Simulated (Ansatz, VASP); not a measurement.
**MnO: VASP beside Ansatz**

INCAR

```
PREC = Accurate
ENCUT = 520
EDIFF = 1E-6
ISMEAR = -1
SIGMA = 0.05
LREAL = False
LASPH = True
NELM = 150
ALGO = Normal
ISIF = 2
LWAVE = False
LCHARG = False
ISPIN = 2
MAGMOM = 4 0
LORBIT = 11
LMAXMIX = 4
GGA = PS
NBANDS = 20
```

Contents of KPOINTS:

```
Automatic mesh
0
Gamma
  10 10 10
```

File POSCAR:

```
MnO
1.0
    0.0000000000      2.2239077028      2.2239077028
    2.2239077028      0.0000000000      2.2239077028
    2.2239077028      2.2239077028      0.0000000000
Mn O
1 1
Direct
    0.0000000000      0.0000000000      0.0000000000
    0.5000000000      0.5000000000      0.5000000000
```

File input.yaml:

```yaml
crystal:
  lattice:
    - [0.0, 2.2239077028, 2.2239077028]
    - [2.2239077028, 0.0, 2.2239077028]
    - [2.2239077028, 2.2239077028, 0.0]
  atoms:
    - { symbol: Mn, position: [0.0, 0.0, 0.0], spin: 4.0 }
    - { symbol: O, position: [0.5, 0.5, 0.5] }
kpoints:
  mp_grid: { grid: [10, 10, 10] }
  band_path:
    path:
      - [0.0, 0.0, 0.0]
      - [0.5, 0.0, 0.5]
      - [0.5, 0.25, 0.75]
      - [0.375, 0.375, 0.75]
      - [0.0, 0.0, 0.0]
      - [0.5, 0.5, 0.5]
      - [0.625, 0.25, 0.625]
      - [0.5, 0.25, 0.75]
    npoints: 12
scf:
  occupations: { method: fermi_dirac, width: 0.05 }
hamiltonian:
  xc: pbesol
  pseudopotentials: { kind: all_electron, lapw: { basis_error: 0.001 } }
magnetization:
  spin_polarized: true
output:
  forces: true
  stress: true
  eigenvalues: true
```

Alike in both runs: functional PBEsol; k mesh 10 × 10 × 10; occupations fermi-dirac, width 0.05 eV; collinear spin.

|  | VASP | Ansatz |
| --- | --- | --- |
| version | VASP 6.6.1 | Ansatz 0.2.0 |
| potentials or method | VASP PAW PBE potentials, release 64 (Mn_pv, O) | all-electron LAPW, scalar-relativistic |
| plane-wave cutoff (eV) | 520 | see its input |
| task | single point | band structure |

|  | VASP | Ansatz | Ansatz less VASP |
| --- | --- | --- | --- |
| gap on the k mesh at the Fermi level (eV) | none | none | - |
| pressure (GPa) | -6.9 | -7.1 | -0.22 |
| net moment per atom (μB) | 2.38 | 2.38 | 0.000 |
| size of the moment on the site where the two differ most (μB) | 0.20 | 0.23 | +0.033 |

Site moments also hang on the region over which each program counts them. A gap of «none» marks a metal or a gap that the smearing closes. Ansatz ran all-electron here, so the differences hold the error of VASP's frozen core and of both bases.

Caveats: a cell with one magnetic atom can't hold antiferromagnetic order, which such compounds often take; semilocal functionals often make such compounds metallic where correlation or magnetic order opens a gap, which also shifts bond lengths; the PAW data sets were made with another functional, which shifts forces and pressure a little (VASP).
